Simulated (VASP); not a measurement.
**VASP 6.6.1 run: PbSe**

INCAR

```
LREAL = .FALSE.
SIGMA = 0.02
GGA = PE
ISMEAR = -1
NELM = 63
EDIFF = 1E-7
ISIF = 2
IBRION = -1
LWAVE = .FALSE.
NELECT = 19.9
NSW = 0
PREC = Accurate
LASPH = .TRUE.
NBANDS = 17
LCHARG = .FALSE.
ENCUT = 520
```

KPOINTS

```
KPOINTS created by Atomic Simulation Environment
0
Gamma
6 6 6
0 0 0
```

POSCAR

```
Pb Se
 1.0000000000000000
     0.0328627597000000    3.4232041376000000    3.4232041376000000
     3.4232041376000000    0.0328627597000000    3.4232041376000000
     3.4560668972999999    3.4560668972999999    0.0000000000000000
 Pb  Se
   1   1
Cartesian
  0.0000000000000000  0.0000000000000000  0.0129004145122383
  1.7280334486499997  1.7280334486499997  1.6987016542877618
```

The recommended PBE PAW datasets give the neutral cell 20 valence electrons.

Command

```
mpirun -np 1 vasp_std
```

OSZICAR

```
N       E                     dE             d eps       ncg     rms          rms(c)
DAV:   1     0.159789195881E+03    0.15979E+03   -0.85764E+03  1564   0.103E+03
DAV:   2     0.498850749707E+01   -0.15480E+03   -0.14948E+03  1650   0.286E+02
DAV:   3    -0.807614563557E+01   -0.13065E+02   -0.12973E+02  2002   0.916E+01
DAV:   4    -0.841822686350E+01   -0.34208E+00   -0.34179E+00  1909   0.183E+01
DAV:   5    -0.842976322901E+01   -0.11536E-01   -0.11536E-01  2143   0.311E+00    0.292E+00
DAV:   6    -0.805822316248E+01    0.37154E+00   -0.98564E-01  2362   0.627E+00    0.166E+00
DAV:   7    -0.805099275024E+01    0.72304E-02   -0.15303E-01  1681   0.170E+00    0.860E-01
DAV:   8    -0.805608217178E+01   -0.50894E-02   -0.18557E-02  1789   0.144E+00    0.134E-01
DAV:   9    -0.805606677249E+01    0.15399E-04   -0.68373E-03  2202   0.646E-01    0.995E-02
DAV:  10    -0.805631530047E+01   -0.24853E-03   -0.67878E-04  1612   0.162E-01    0.320E-02
DAV:  11    -0.805640790580E+01   -0.92605E-04   -0.16591E-04  1835   0.969E-02    0.198E-02
DAV:  12    -0.805641972314E+01   -0.11817E-04   -0.37288E-05  1740   0.566E-02    0.510E-03
DAV:  13    -0.805642083468E+01   -0.11115E-05   -0.19653E-06  1935   0.110E-02    0.312E-03
DAV:  14    -0.805642132046E+01   -0.48578E-06   -0.17982E-06  1631   0.865E-03    0.398E-04
DAV:  15    -0.805642135072E+01   -0.30257E-07   -0.10266E-07  1692   0.219E-03
   1 F= -.80564214E+01 E0= -.80560263E+01  d E =-.790126E-03
```

From OUTCAR

```
k-points           NKPTS =     46   k-points in BZ     NKDIM =     46   number of bands    NBANDS=     17

   NELECT =      19.9000    total number of electrons

   dimension x,y,z NGX =    36 NGY =   36 NGZ =   36
   dimension x,y,z NGXF=    72 NGYF=   72 NGZF=   72

  energy-cutoff  :      520.00
  volume of cell :       80.22
      direct lattice vectors                 reciprocal lattice vectors
     0.032862760  3.423204138  3.423204138    -0.147477774  0.147477774  0.146061988
     3.423204138  0.032862760  3.423204138     0.147477774 -0.147477774  0.146061988
     3.456066897  3.456066897  0.000000000     0.144673126  0.144673126 -0.146061988

 k-points in reciprocal lattice and weights: KPOINTS created by Atomic Simulation Env
   0.00000000  0.00000000  0.00000000       0.005
   0.16666667  0.00000000  0.00000000       0.019
   0.33333333 -0.00000000  0.00000000       0.019
   0.50000000 -0.00000000  0.00000000       0.009
   0.16666667  0.16666667  0.00000000       0.009
   0.33333333  0.16666667  0.00000000       0.019
   0.50000000  0.16666667  0.00000000       0.019
  -0.33333333  0.16666667  0.00000000       0.019
   ...

 E-fermi :   2.1446

 k-point     1 :       0.0000    0.0000    0.0000
  band No.  band energies     occupation
      1     -14.4741      2.00000
      2     -14.4737      2.00000
      3     -14.4728      2.00000
      4     -14.4427      2.00000
      5     -14.4426      2.00000
      6     -10.4935      2.00000
      7      -4.0609      2.00000
      8       0.6448      2.00000
      9       0.6770      2.00000
     10       0.7116      2.00000
     11       4.4333      0.00000
     12       4.4725      0.00000
     13       4.5098      0.00000
     14       7.1400      0.00000
     15      10.5832      0.00000
     16      10.5880      0.00000
     17      11.4434      0.00000

 k-point     2 :       0.1667    0.0000    0.0000
  band No.  band energies     occupation
      1     -14.4809      2.00000
      2     -14.4713      2.00000
      3     -14.4704      2.00000
      4     -14.4426      2.00000
      5     -14.4424      2.00000
      6     -10.3649      2.00000
      7      -4.4414      2.00000
      8       0.4910      2.00000
      9       0.5318      2.00000
     10       0.6779      2.00000
     11       4.4383      0.00000
     12       4.6971      0.00000
     13       4.7347      0.00000
     14       8.2188      0.00000
     15       9.8453      0.00000
     16       9.9108      0.00000
     17      10.8560      0.00000

 k-point     3 :       0.3333   -0.0000    0.0000
  band No.  band energies     occupation
      1     -14.4946      2.00000
      2     -14.4672      2.00000
      3     -14.4665      2.00000
      4     -14.4415      2.00000
      5     -14.4411      2.00000
      6     -10.0709      2.00000
      7      -5.1692      2.00000
      8       0.2313      2.00000
      9       0.2678      2.00000
     10       0.4374      2.00000
     11       5.0803      0.00000
     12       5.0956      0.00000
     13       5.2468      0.00000
     14       8.8942      0.00000
     15       9.9046      0.00000
     16      10.0534      0.00000
     17      11.2531      0.00000

 ...

  Total       -0.4998688     -0.4998688     -0.5061625      0.0316691      0.0000000      0.0000000
  in kB       -9.9833940     -9.9833940    -10.1090938      0.6324963      0.0000000      0.0000000
  external PRESSURE =     -10.0252939 kB  Pullay stress =       0.0000000 kB

 POSITION                                       TOTAL-FORCE (eV/Angst)
 -----------------------------------------------------------------------------------
      3.45607      3.45607      0.01290         0.000000      0.000000     -0.005748
      1.72803      1.72803      1.69870         0.000000      0.000000      0.005748
 -----------------------------------------------------------------------------------
    total drift:                               -0.000000     -0.000000     -0.000120

  FREE ENERGIE OF THE ION-ELECTRON SYSTEM (eV)
  ---------------------------------------------------
  free  energy   TOTEN  =        -8.0564213507 eV

  energy  without entropy=       -8.0556312251  energy(sigma->0) =       -8.05602629
```

It converged. Results: pressure -1.0 GPa.

The cell is charged and sits in a uniform background.

For comparison, a separate PBE run of the intended cell, on usual settings and not on those above, gives a gap of 0.75 eV on its mesh and a pressure of 0.7 GPa.

The run above took about 22 s on one core of a shared host (Intel Xeon 6975P-C) and held 0.23 GiB at most.
